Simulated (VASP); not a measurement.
# Si in VASP: one cell, several levels of theory

Aim: gap, levels, forces and stress of Si (lonsdaleite), under -2.0 % strain along z alone at fixed geometry. Runs: PBE, r2SCAN. The results are then set beside those of Ansatz 0.2.0 for the same cell.

Code: VASP 6.6.1. PAW datasets, plane waves. Computed at 0 K without zero-point motion; spin polarisation is off.

### Step 1. The structure to begin with

The cell comes from an earlier relaxation with r2SCAN in another program, then strained, with the atoms relaxed again.

The symmetry is P6_3/mmc (No. 194, hexagonal); conventional cell a = 3.832 Å, c = 6.214 Å, 19.76 Å³ an atom. Si has 4 Si at 2.34 Å.

Structure file:

```cif
data_structure
_symmetry_space_group_name_H-M 'P6_3/mmc'
_symmetry_Int_Tables_number 194
_cell_length_a 3.8321
_cell_length_b 3.8321
_cell_length_c 6.2144
_cell_angle_alpha 90.000
_cell_angle_beta 90.000
_cell_angle_gamma 120.000
_cell_volume 79.03
loop_
_atom_site_label
_atom_site_type_symbol
_atom_site_symmetry_multiplicity
_atom_site_Wyckoff_symbol
_atom_site_fract_x
_atom_site_fract_y
_atom_site_fract_z
_atom_site_occupancy
Si1 Si 4 f 0.33333 0.66667 0.56177 1
```

### Step 2. Single point with PBE

File INCAR:

```
ENCUT = 520.000000
SIGMA = 0.020000
EDIFF = 1.00e-07
GGA = PE
PREC = Accurate
IBRION = -1
ISIF = 2
ISMEAR = -1
NBANDS = 16
NELM = 120
NSW = 0
LASPH = .TRUE.
LCHARG = .FALSE.
LWAVE = .FALSE.
LREAL = .FALSE.
```

File KPOINTS:

```
KPOINTS created by Atomic Simulation Environment
0
Gamma
12 12 4
0 0 0
```

File KPOINTS_OPT:

```
special points
7
Reciprocal
0.0000000000 0.0000000000 0.0000000000 1
0.5000000000 0.0000000000 0.0000000000 1
0.3333333333 0.3333333333 0.0000000000 1
0.0000000000 0.0000000000 0.5000000000 1
0.5000000000 0.0000000000 0.5000000000 1
0.3333333333 0.3333333333 0.5000000000 1
0.0000000000 0.5000000000 0.0000000000 1
```

File POSCAR:

```
Si
 1.0000000000000000
     3.8321295590073570    0.0000000000000000    0.0000000000000000
    -1.9160647795036785    3.3187215486936292    0.0000000000000000
     0.0000000000000000    0.0000000000000000    6.2143925231999999
 Si
   4
Cartesian
 -0.0000000000000000  2.2124810324624193 -0.0045121855187001
  1.9160647795036783  1.1062405162312097  3.1026840760812999
 -0.0000000000000000  2.2124810324624193  2.3349093817187008
  1.9160647795036783  1.1062405162312097  5.4421056433187003
```

The run uses the recommended PBE PAW datasets (16 valence electrons a neutral cell).

Started as:

```
$ mpirun -np 1 vasp_std
```

Standard output, without the iteration lines:

```text
POSCAR found type information on POSCAR Si
 POSCAR found :  1 types and       4 ions
 LDA part: xc-table for (Slater+PW92), standard interpolation
 POSCAR, INCAR and KPOINTS ok, starting setup
 FFT: planning ... GRIDC
 FFT: planning ... GRID_SOFT
 FFT: planning ... GRID
 WAVECAR not read
 entering main loop
 Start KPOINTS_OPT (optional k-point list driver)
k-point batch [1-7\7]
```

OSZICAR:

```text
N       E                     dE             d eps       ncg     rms          rms(c)
DAV:   1     0.268993879228E+02    0.26899E+02   -0.59940E+03  1824   0.823E+02
DAV:   2    -0.200997636287E+02   -0.46999E+02   -0.42494E+02  2488   0.121E+02
DAV:   3    -0.219790042124E+02   -0.18792E+01   -0.18653E+01  2472   0.229E+01
DAV:   4    -0.220004491940E+02   -0.21445E-01   -0.21442E-01  2280   0.316E+00
DAV:   5    -0.220008232910E+02   -0.37410E-03   -0.37405E-03  2496   0.393E-01    0.702E+00
DAV:   6    -0.217371059533E+02    0.26372E+00   -0.10613E-01  2112   0.154E+00    0.429E+00
DAV:   7    -0.216169853577E+02    0.12012E+00   -0.22234E-01  2232   0.233E+00    0.255E-01
DAV:   8    -0.216192233647E+02   -0.22380E-02   -0.15536E-02  2200   0.622E-01    0.106E-01
DAV:   9    -0.216197532099E+02   -0.52985E-03   -0.67503E-04  2416   0.150E-01    0.819E-02
DAV:  10    -0.216198626105E+02   -0.10940E-03   -0.13035E-04  2168   0.575E-02    0.149E-02
DAV:  11    -0.216198633617E+02   -0.75124E-06   -0.32875E-06  2488   0.104E-02    0.508E-03
DAV:  12    -0.216198648152E+02   -0.14535E-05   -0.16859E-06  2144   0.692E-03    0.898E-04
DAV:  13    -0.216198646225E+02    0.19269E-06   -0.15923E-07  2296   0.207E-03    0.751E-04
DAV:  14    -0.216198646695E+02   -0.46996E-07   -0.12505E-08  1352   0.707E-04
   1 F= -.21619865E+02 E0= -.21619864E+02  d E =-.113174E-05
       N       E                     dE             ncg
DAV:   1     0.198707962632E+04   -0.25135E+04      224
DAV:   2     0.166926174647E+04   -0.31782E+03      312
DAV:   3     0.165668011753E+04   -0.12582E+02      296
DAV:   4     0.165651968637E+04   -0.16043E+00      280
DAV:   5     0.165651672485E+04   -0.29615E-02      296
DAV:   6     0.165651664086E+04   -0.83985E-04      296
DAV:   7     0.165651663754E+04   -0.33222E-05      296
DAV:   8     0.165651663737E+04   -0.16892E-06      264
DAV:   9     0.165651663736E+04   -0.11152E-07      208
```

The lines after F= are the extra pass for the points of KPOINTS_OPT, at fixed density; their E is not a total energy.

From OUTCAR:

```text
k-points           NKPTS =     57   k-points in BZ     NKDIM =     57   number of bands    NBANDS=     16

   NELECT =      16.0000    total number of electrons

   dimension x,y,z NGX =    30 NGY =   30 NGZ =   48
   dimension x,y,z NGXF=    60 NGYF=   60 NGZF=   96

  energy-cutoff  :      520.00
  volume of cell :       79.03
      direct lattice vectors                 reciprocal lattice vectors
     3.832129559  0.000000000  0.000000000     0.260951511  0.150660425  0.000000000
    -1.916064780  3.318721549  0.000000000     0.000000000  0.301320851  0.000000000
     0.000000000  0.000000000  6.214392523     0.000000000  0.000000000  0.160916774

 k-points in reciprocal lattice and weights: KPOINTS created by Atomic Simulation Env
   0.00000000  0.00000000  0.00000000       0.002
   0.08333333  0.00000000  0.00000000       0.010
   0.16666667 -0.00000000  0.00000000       0.010
   0.25000000  0.00000000  0.00000000       0.010
   0.33333333 -0.00000000  0.00000000       0.010
   0.41666667 -0.00000000  0.00000000       0.010
   0.50000000  0.00000000  0.00000000       0.005
   0.08333333  0.08333333  0.00000000       0.010
[... 49 more k-points ...]

 E-fermi :   6.3395

 k-point     1 :       0.0000    0.0000    0.0000
  band No.  band energies     occupation
      1      -6.1055      2.00000
      2      -3.6716      2.00000
      3      -1.0533      2.00000
      4       4.5602      2.00000
      5       4.5602      2.00000
      6       5.9727      2.00000
      7       6.1855      1.99909
      8       6.1855      1.99909
      9       7.0728      0.00000
     10       8.1226      0.00000
     11       8.1226      0.00000
     12       8.8834      0.00000
     13       9.8492      0.00000
     14      10.3934      0.00000
     15      10.3934      0.00000
     16      12.0492      0.00000

 k-point     2 :       0.0833    0.0000    0.0000
  band No.  band energies     occupation
      1      -6.0247      2.00000
      2      -3.5891      2.00000
      3      -1.0107      2.00000
      4       3.8691      2.00000
      5       4.3916      2.00000
      6       5.5773      2.00000
      7       5.8296      2.00000
      8       6.0354      2.00000
      9       7.5314      0.00000
     10       8.2853      0.00000
     11       8.3800      0.00000
     12       8.9685      0.00000
     13      10.0555      0.00000
     14      10.6679      0.00000
     15      10.7035      0.00000
     16      11.5618      0.00000

 k-point     3 :       0.1667   -0.0000    0.0000
  band No.  band energies     occupation
      1      -5.7842      2.00000
      2      -3.3433      2.00000
      3      -0.9112      2.00000
      4       2.6870      2.00000
      5       4.0172      2.00000
      6       4.3651      2.00000
      7       5.4202      2.00000
      8       5.6929      2.00000
      9       7.4701      0.00000
     10       8.9368      0.00000
     11       9.1976      0.00000
     12       9.3942      0.00000
     13       9.7152      0.00000
     14      10.8237      0.00000
     15      11.5232      0.00000
     16      11.7720      0.00000

 k-point     4 :       0.2500    0.0000    0.0000
  band No.  band energies     occupation
      1      -5.3917      2.00000
      2      -2.9405      2.00000
      3      -0.8865      2.00000
      4       1.6689      2.00000
      5       3.0626      2.00000
      6       3.6220      2.00000
      7       4.8135      2.00000
      8       5.3226      2.00000
      9       7.1620      0.00000
     10       9.2630      0.00000
     11       9.3395      0.00000
     12       9.5897      0.00000
     13       9.8551      0.00000
     14      11.2149      0.00000
     15      12.1356      0.00000
     16      12.6779      0.00000

 k-point     5 :       0.3333   -0.0000    0.0000
  band No.  band energies     occupation
      1      -4.8672      2.00000
      2      -2.3980      2.00000
      3      -1.2316      2.00000
      4       1.2165      2.00000
      5       1.8328      2.00000
      6       3.3027      2.00000
      7       4.1199      2.00000
      8       5.0194      2.00000
      9       6.8352      0.00000
     10       8.9096      0.00000
     11       9.3956      0.00000
     12       9.5440      0.00000
     13      10.0781      0.00000
     14      12.4445      0.00000
     15      13.1798      0.00000
     16      13.1813      0.00000

 k-point     6 :       0.4167   -0.0000    0.0000
  band No.  band energies     occupation
      1      -4.2765      2.00000
      2      -1.9160      2.00000
      3      -1.7764      2.00000
      4       0.7860      2.00000
      5       1.3259      2.00000
      6       3.1002      2.00000
      7       3.4839      2.00000
      8       4.8258      2.00000
      9       6.5910      0.00001
     10       8.6783      0.00000
     11       9.3278      0.00000
     12       9.3650      0.00000
     13      10.6349      0.00000
     14      12.7965      0.00000
     15      13.0714      0.00000
     16      14.0947      0.00000

 k-point     7 :       0.5000    0.0000    0.0000
  band No.  band energies     occupation
      1      -3.9225      2.00000
      2      -2.3372      2.00000
      3      -1.3917      2.00000
      4       0.2577      2.00000
      5       1.4803      2.00000
      6       3.0312      2.00000
      7       3.1829      2.00000
      8       4.7597      2.00000
      9       6.5020      0.00059
     10       8.5989      0.00000
     11       9.2924      0.00000
     12       9.3108      0.00000
     13      10.9655      0.00000
     14      12.6197      0.00000
     15      12.8894      0.00000
     16      14.3857      0.00000

 k-point     8 :       0.0833    0.0833    0.0000
  band No.  band energies     occupation
      1      -5.8640      2.00000
      2      -3.4249      2.00000
      3      -0.9386      2.00000
      4       3.0534      2.00000
      5       4.0152      2.00000
      6       4.7497      2.00000
      7       5.5876      2.00000
      8       5.7183      2.00000
      9       7.9147      0.00000
     10       8.2248      0.00000
     11       9.1253      0.00000
     12       9.2305      0.00000
     13      10.3905      0.00000
     14      10.4160      0.00000
     15      11.1018      0.00000
     16      11.6118      0.00000

 k-point     9 :       0.1667    0.0833    0.0000
  band No.  band energies     occupation
      1      -5.5469      2.00000
      2      -3.1001      2.00000
      3      -0.8659      2.00000
      4       2.0746      2.00000
      5       3.4823      2.00000
      6       3.5997      2.00000
      7       5.1310      2.00000
      8       5.2519      2.00000
      9       7.7774      0.00000
     10       8.8446      0.00000
     11       9.4257      0.00000
     12       9.7980      0.00000
     13       9.9926      0.00000
     14      10.7375      0.00000
     15      11.3699      0.00000
     16      11.8654      0.00000

 k-point    10 :       0.2500    0.0833    0.0000
  band No.  band energies     occupation
      1      -5.0858      2.00000
      2      -2.6250      2.00000
      3      -1.0118      2.00000
      4       1.3874      2.00000
      5       2.3908      2.00000
      6       3.0398      2.00000
      7       4.5035      2.00000
      8       4.8409      2.00000
      9       7.4859      0.00000
     10       8.9788      0.00000
     11       9.5910      0.00000
     12       9.8777      0.00000
     13       9.9445      0.00000
     14      11.2412      0.00000
     15      12.6439      0.00000
     16      12.6647      0.00000

 k-point    11 :       0.3333    0.0833    0.0000
  band No.  band energies     occupation
      1      -4.5144      2.00000
      2      -2.0293      2.00000
      3      -1.5755      2.00000
      4       1.2677      2.00000
      5       1.2812      2.00000
      6       2.7564      2.00000
      7       3.8206      2.00000
      8       4.5506      2.00000
      9       7.2376      0.00000
     10       8.6600      0.00000
     11       9.3122      0.00000
     12      10.0798      0.00000
     13      10.4120      0.00000
     14      12.4596      0.00000
     15      12.8846      0.00000
     16      13.4688      0.00000

 k-point    12 :       0.4167    0.0833    0.0000
  band No.  band energies     occupation
      1      -3.9684      2.00000
      2      -2.2209      2.00000
      3      -1.4454      2.00000
      4       0.4112      2.00000
      5       1.4573      2.00000
      6       2.6727      2.00000
      7       3.2659      2.00000
      8       4.4019      2.00000
      9       7.0951      0.00000
     10       8.4680      0.00000
     11       9.1634      0.00000
     12      10.1366      0.00000
     13      10.9256      0.00000
     14      12.7330      0.00000
     15      12.8366      0.00000
     16      13.9271      0.00000

[... the tables of k-points 13 to 57 left out ...]

  Total        1.0058840      1.0058840      2.7390493      0.0000000      0.0000000      0.0000000
  in kB       20.3914819     20.3914819     55.5265573      0.0000000      0.0000000      0.0000000
  external PRESSURE =      32.1031737 kB  Pullay stress =       0.0000000 kB

 POSITION                                       TOTAL-FORCE (eV/Angst)
 -----------------------------------------------------------------------------------
      0.00000      2.21248      6.20988        -0.000000     -0.000000     -0.017076
      1.91606      1.10624      3.10268         0.000000      0.000000     -0.017076
      0.00000      2.21248      2.33491        -0.000000     -0.000000      0.017076
      1.91606      1.10624      5.44211         0.000000      0.000000      0.017076
 -----------------------------------------------------------------------------------
    total drift:                                0.000000      0.000000      0.000000

  FREE ENERGIE OF THE ION-ELECTRON SYSTEM (eV)
  ---------------------------------------------------
  free  energy   TOTEN  =       -21.6198646695 eV

  energy  without entropy=      -21.6198635378  energy(sigma->0) =      -21.61986410
```

Hardware: 1 MPI rank of Intel Xeon Platinum 8488C, shared host.

The levels at the points of KPOINTS_OPT are read from vasprun.xml.

Levels at the named points, in eV from the top of band v (v: the last filled band by count, c: the next):

| point | v−1 | v | c | c+1 |
| --- | --- | --- | --- | --- |
| Γ | 0.00 | 0.00 | 0.89 | 1.94 |
| M | -3.00 | -1.43 | 0.32 | 2.41 |
| K | -3.62 | -3.30 | 0.85 | 5.31 |
| A | -1.00 | -1.00 | 1.72 | 1.72 |
| L | -2.36 | -2.36 | 0.97 | 0.97 |
| H | -1.90 | -1.90 | 1.71 | 1.71 |

The PBE gap is 0.32 eV and indirect (Γ to M), with 0.89 eV as the least direct one. Pressure: 3.21 GPa, and the largest force is 0.017 eV/Å, on atom 1 (Si).

[end of part 1 of 2]
